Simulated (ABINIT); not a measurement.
The system is CdF2.

```
Cd F
1.0
     0.00000    2.69400    2.69400
     2.69400    0.00000    2.69400
     2.69400    2.69400    0.00000
Cd F
1 2
Direct
  0.00000 0.00000 0.00000
  0.75000 0.75000 0.75000
  0.25000 0.25000 0.25000
```

* Program: ABINIT 10.8.3 (patched build)
* Task: relaxation of cell and atoms
* Functional: PBE
* Potentials or basis: PseudoDojo NC SR PBE v0.4.1 standard
* Cutoff: 1442 eV
* k mesh: 7 × 7 × 7
* Occupations: fermi-dirac, width 0.05 eV
* Spin: no spin polarisation

At the start: pressure 5.3 GPa; volume 13.03 Å³/atom.

**Question.** Where does the relaxation end?

**Answer.** Over 5 steps the energy falls by 10.4 meV/atom and the volume is 13.70 Å³/atom (+5.1 %); space group Fm-3m (No. 225, to 0.05 Å).

The path:
```tsv
step	energy change (eV)	largest force (eV/Å)	pressure (GPa)	volume (Å³)
1	0.0000	0.0000	5.27	39.10
2	-0.0172	0.0000	3.43	39.74
3	-0.0312	0.0000	0.23	41.00
4	-0.0313	0.0000	0.01	41.09
5	-0.0313	0.0000	0.00	41.10
```

Final structure:
```xyz
3
Lattice="0.0000 2.7391 2.7391 2.7391 0.0000 2.7391 2.7391 2.7391 0.0000" Properties=species:S:1:pos:R:3 pbc="T T T"
Cd    0.0000    0.0000    0.0000
F     4.1086    4.1086    4.1086
F     1.3695    1.3695    1.3695
```
